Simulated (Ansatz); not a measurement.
**A film clamped to a substrate in TaSi$_{2}$**

Theory: DFT PBEsol, scalar-relativistic, plane waves, PAW in Ansatz. The runs took a 420 eV cutoff, a Γ-centred 12×12×6 mesh and Gaussian smearing (0.15 eV). Spin–orbit coupling is left out, which can shift energies with elements as heavy as these. No spin polarisation. Energies are free energies at this smearing, counted from the undisturbed cell; pressure is positive in compression.

Reference structure (relaxed at this level; it needn't be the usual structure):

```
Ta Si
1.0
     4.76099    0.00000    0.00000
    -2.38050    4.12314    0.00000
     0.00000    0.00000    6.55614
Ta Si
3 6
Direct
  0.50000 0.00000 0.00000
  0.50000 0.50000 0.66667
  0.00000 0.50000 0.33333
  0.15928 0.31857 0.00000
  0.84072 0.15928 0.66667
  0.68143 0.84072 0.33333
  0.84072 0.68143 0.00000
  0.15928 0.84072 0.66667
  0.31857 0.15928 0.33333
```

The cell (9 atoms, V0 = 128.70 Å³) is strained by p along both x and y and by q along z, fractional coordinates fixed. τp = (1/V0) ∂E/∂p = (σxx + σyy)(1 + p)(1 + q) and τq = (1/V0) ∂E/∂q = σzz(1 + p)², with tension positive.

```csv
p,q,ΔE (meV/atom),τp (GPa),τq (GPa)
0.000,0.000,0.00,0.05,-0.05
-0.030,0.000,40.52,-31.76,-6.29
0.030,0.000,33.74,24.04,5.36
0.000,-0.030,20.84,-6.14,-16.17
0.000,0.030,17.37,5.59,12.44
```

Q: Get the second derivatives of the energy density.

A: Central differences give A = ∂τp/∂p = 930 GPa (C11 + C22 + 2 C12), C = ∂τq/∂q = 477 GPa (C33) and the cross term B = ∂τq/∂p = 194 GPa (C13 + C23); ∂τp/∂q = 196 GPa must equal B, and any difference shows higher-order terms. Steps this large leave an error of some per cent of A or C in all of these, which can swamp a small B. The ions are clamped.

Q: A film of this crystal grows with z along the normal on a substrate that imposes p. How does its thickness respond, and what does the misfit cost?

A: Count p and q from the stress-free cell. A free surface needs τq = 0, so q = −(B/C) p = -0.41 p. The energy density left is (A − B²/C) p²/2 = M p², with the biaxial modulus M = 426 GPa; a misfit of 1 % costs 3.80 meV/atom, against 4.15 meV/atom if the thickness were held.

At p = 0.030 the energies along q are 39.6 (q = -0.030), 33.7 (q = 0.000), 64.9 (q = 0.030) meV/atom.

Q: Does the linear rule hold at this misfit?

A: A parabola through the lowest point and its neighbours has its minimum at q = -0.010, 31.6 meV/atom. With the stress left in the starting cell, τp0 and τq0, linear elasticity gives q = −(τq0 + Bp)/C = -0.012 and E = V0(τp0 p + τq0 q + Ap²/2 + Bpq + Cq²/2)/N = 34.4 meV/atom. The two agree within a tenth in energy.

Forces appear on the atoms along this scan, and letting them relax would lower the energy and soften the response. In a metal these slopes depend on the k mesh and the smearing.

The film thins only modestly when stretched in the plane, so letting its thickness adjust recovers little of the misfit energy. Such weak coupling between in-plane and normal strain, in a crystal stiff along both, is typical of directional bonding. Here it probably reflects covalent Ta d–Si p bonds within and between the layers, which resist changes of angle as well as of length, despite the metallic conduction.

Compression costs more than equal tension along either direction, as expected when short-range repulsion steepens while stretched bonds soften. This anharmonicity also limits the linear rule at the larger misfit. The rule places the thickness well, but its energy of 34.4 meV/atom lies above even the 33.7 meV/atom computed with the thickness held, so its error exceeds the relaxation gain it is meant to describe. For a film under compression the error would probably have the opposite sign. Equal strain along x and y cannot separate C11 from C12, so the response to an anisotropic misfit remains open.
